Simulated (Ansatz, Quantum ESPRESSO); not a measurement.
# K: 9 runs at one level of theory

```
CELL_PARAMETERS angstrom
-2.69756 2.69756 2.69756
2.69756 -2.69756 2.69756
2.69756 2.69756 -2.69756
ATOMIC_POSITIONS crystal
K 0.00000 0.00000 0.00000
```

Alike in all runs: task band structure; functional PBE; k mesh 7 × 7 × 7; occupations fermi-dirac, width 0.05 eV; no spin polarisation; no spin-orbit coupling. Pressure is positive in compression and, in plane waves, holds the error of the finite cutoff, which Ansatz's Pulay term estimates and takes out.

```tsv
program and potentials	plane-wave cutoff (eV)	notes	pressure (GPa)
Ansatz, all-electron LAPW, scalar-relativistic	-	-	-0.20
Ansatz, JTH PAW	690	-	-0.20
Quantum ESPRESSO, SG15 PBE 1.2	952	-	-0.20
Ansatz, SSSP efficiency PAW	816	-	-0.20
Ansatz, PseudoDojo stringent (PBE files)	1007	-	-0.20
Ansatz, Ansatz PAW (files of its older set among them)	390	-	-0.20
Ansatz, Ansatz NC	850	-	-0.20
Ansatz, SPMS NC	354	Pulay term of +0.03 GPa included	-0.20
Quantum ESPRESSO, PseudoDojo 0.4.1 SR PBE standard	1007	-	-0.20
```

All agree on the pressure.

Differences between rows come from potentials, basis sets and numerical settings, since the functional is the same but for its coding. Runs on potential files found faulty are left out.
